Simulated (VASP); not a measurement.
Crystal: Nb.

```
Nb
1.0
     0.00000    2.08008    2.08008
     2.08008    0.00000    2.08008
     2.08008    2.08008    0.00000
Nb
1
Direct
  0.00000 0.00000 0.00000
```

This isn't the form of Nb at room conditions, which is bcc.

* Program: VASP 6.6.1
* Task: relaxation of cell and atoms
* Functional: r2SCAN
* Potentials or basis: VASP PAW PBE potentials, release 64 (Nb_sv)
* Cutoff: 600 eV
* k mesh: 18 × 18 × 18
* Occupations: gaussian, width 0.1 eV
* Spin: no spin polarisation

At the start: pressure 6.6 GPa; volume 18.00 Å³/atom.

Question: How do energy, volume and symmetry change on relaxing?

Answer: Over 4 steps the energy falls by 13.6 meV/atom and the volume is 18.67 Å³/atom (+3.7 %); space group Fm-3m (No. 225, to 0.05 Å).

The path:
| step | energy change (eV) | largest force (eV/Å) | pressure (GPa) | volume (Å³) |
| --- | --- | --- | --- | --- |
| 1 | 0.0000 | 0.0000 | 6.64 | 18.00 |
| 2 | 0.0323 | 0.0000 | -10.39 | 20.02 |
| 3 | -0.0136 | 0.0000 | -0.13 | 18.69 |
| 4 | -0.0136 | 0.0000 | 0.00 | 18.67 |

Final structure:
```
Nb
1.0
     0.00000    2.10576    2.10576
     2.10576    0.00000    2.10576
     2.10576    2.10576    0.00000
Nb
1
Cartesian
  0.0000 0.0000 0.0000
```

Caveat: the PAW data sets were made with another functional, which shifts forces and pressure a little.
